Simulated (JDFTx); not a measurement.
The system is CaO.

```
CELL_PARAMETERS angstrom
0.00000 2.40356 2.40356
2.40356 0.00000 2.40356
2.40356 2.40356 0.00000
ATOMIC_POSITIONS crystal
Ca 0.00000 0.00000 0.00000
O 0.50000 0.50000 0.50000
```

The cell is a database's computed one.

Base run:

- Program: JDFTx 1.7.0 (patched build)
- Functional: r2SCAN
- Potentials or basis: SG15-PBE-1.2 with smoothed tails
- Cutoff: 1361 eV
- Density cutoff: 10885 eV
- k mesh: 6 × 6 × 6
- Occupations: fermi-dirac, width 0.05 eV
- Spin: no spin polarisation

Its results: band gap on the k mesh 4.27 eV, indirect (least direct gap 4.65 eV); pressure -1.0 GPa.

Q: The run is repeated on the same cell with these changes: functional from r2SCAN to LDA. What comes out?

A: Band gap on the k mesh 3.47 eV, indirect (least direct gap 3.85 eV); pressure -5.9 GPa.

r2SCAN gives the wider gap, since meta-GGAs in the generalised Kohn-Sham scheme recover part of the derivative discontinuity.

Caveats: the potentials were made for another functional, which shifts forces and pressure.

A k mesh can miss the band edges.
